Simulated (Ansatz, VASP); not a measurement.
# One calculation of KCl, two programs

File POSCAR:

```
KCl
1.0
    0.0000000000      3.7061457669      3.0214740150
    3.7061457669      0.0000000000      3.0214740150
    3.7061457669      3.7061457669      0.0000000000
K Cl
1 1
Direct
    0.0000000000      0.0000000000      0.0000000000
    0.2500000000      0.2500000000      0.2500000000
```

Contents of INCAR.step1:

```
SYSTEM = KCl
PREC = Accurate ; ENCUT = 520
ISMEAR = 0 ; SIGMA = 0.01
LREAL = .FALSE. ; LASPH = .TRUE.
NELM = 60 ; NBANDS = 15
GGA = PE ; ALGO = Normal
EDIFF = 1E-4 ; LWAVE = .TRUE.
LCHARG = .FALSE.
```

INCAR.step2

```
SYSTEM = KCl
PREC = Accurate ; ENCUT = 520
EDIFF = 1E-6 ; ISMEAR = 0
SIGMA = 0.01 ; LREAL = .FALSE.
LASPH = .TRUE. ; NELM = 60
ALGO = Normal ; ISIF = 2
LWAVE = .FALSE. ; LCHARG = .FALSE.
METAGGA = R2SCAN ; LMIXTAU = .TRUE.
NBANDS = 15 ; ISTART = 1
```

File KPOINTS:

```
regular mesh
0
G
  6 6 6
  0 0 0
```

Input for Ansatz:

```yaml
crystal:
  lattice:
    - [0.0, 3.7061457669, 3.021474015]
    - [3.7061457669, 0.0, 3.021474015]
    - [3.7061457669, 3.7061457669, 0.0]
  atoms:
    - { symbol: K, position: [0.0, 0.0, 0.0] }
    - { symbol: Cl, position: [0.25, 0.25, 0.25] }
kpoints:
  mp_grid: { grid: [6, 6, 6] }
  band_path:
    path:
      - [0.0, 0.0, 0.0]
      - [-0.5, -0.5, 0.0]
      - [-0.375, -0.375, 0.25]
      - [-0.375, 0.0, 0.375]
      - [0.0, 0.0, 0.5]
      - [-0.5, -0.25, 0.25]
      - [0.0, 0.333333, 0.333333]
    npoints: 1
hamiltonian:
  xc: r2scan
scf:
  occupations: { method: fixed }
  n_extra_bands: 4
output:
  forces: true
  stress: true
  eigenvalues: true
```

Change from the starting cell: epitaxial_xy strain +5.7%.

Alike in both runs: task single point; functional r2SCAN; k mesh 6 × 6 × 6; no spin polarisation.

|  | VASP | Ansatz |
| --- | --- | --- |
| version | VASP 6.6.1 | Ansatz 0.2.0 |
| potentials or method | VASP PAW PBE potentials, release 64 (K_sv, Cl) | plane waves, PAW |
| plane-wave cutoff (eV) | 520 | 500 |
| occupations | gaussian, width 0.01 eV | fixed |
| valence electrons in the cell | 16 | 16 |

Ansatz gave:

- gap on the k mesh at the Fermi level (eV): 5.31
- pressure (GPa): 0.2
- largest component of the traceless stress (GPa): 0.16

Task: Estimate VASP's values.

Result: gap on the k mesh at the Fermi level (eV): 5.31; pressure (GPa): 0.1; largest component of the traceless stress (GPa): 0.17.

Caveats: the PAW data sets were made with another functional, which shifts forces and pressure a little (VASP). A k mesh can miss the band edges.
